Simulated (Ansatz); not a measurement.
# antiNiAs-structured PbSe

Method: PBE, scalar-relativistic; no spin polarisation; PAW, 420 eV, 8×8×6 k-mesh, Gaussian smearing of 0.05 eV; code Ansatz; PAW files: Ansatz's generated set soft_2.

```
Pb Se
1.0
     4.27099    0.00000    0.00000
    -2.13550    3.69879    0.00000
     0.00000    0.00000    7.64401
Pb Se
2 2
Direct
  0.33333 0.66667 0.25000
  0.66667 0.33333 0.75000
  0.00000 0.00000 0.00000
  0.00000 0.00000 0.50000
```

The start was a prototype's sites filled with these elements. The Crystallography Open Database lists the compound in space group Fm-3m (rock salt), so this is a trial structure.

The cell above was scaled in volume, and shape and atoms were relaxed at each volume within its symmetry. Energies are counted from the cell above.

The cell is relaxed to zero pressure at this level.

```
V (Å³/atom)  ΔE (meV/atom)  P (GPa)  gap on the mesh (eV)
      28.53           13.8      2.8                 metal
      28.98            7.1      1.9                 metal
      29.59            1.7      0.9                  0.10
      30.19            0.0      0.0                  0.21
      30.79            1.6     -0.8                  0.30
      31.40              ?        ?                     ?
      32.30           18.0     -2.6                  0.47
      33.21           35.0     -3.4                  0.54
```

(1) Fill in the withheld row.

(2) What do the points give for the equilibrium volume, the bulk modulus and its pressure derivative (third-order Birch–Murnaghan)?

Answers:

(1) ΔE (meV/atom): 6.2, P (GPa): -1.6, gap on the mesh (eV): 0.36.

(2) V0 = 30.19 Å³/atom, B0 = 44 GPa, B0′ = 4.1.

B0·V0 = 43.8 GPa × 30.19 Å³ = 8.25 eV/atom sets the scale: near the minimum ΔE ≈ ½ B0 V0 x², with x = V/V0 − 1, and a pressure of 0.4 GPa squeezes the volume by about 1 %. At the ends of the curve: x = −5.5 % predicts 12.5 meV/atom and the run gives 13.8; x = +10.0 % predicts 41.2 meV/atom and the run gives 35.0. The curve is steeper than the parabola on the compressed side and flatter on the expanded side: the bulk modulus rises with pressure.

No spin–orbit coupling, a notable omission for heavy elements.
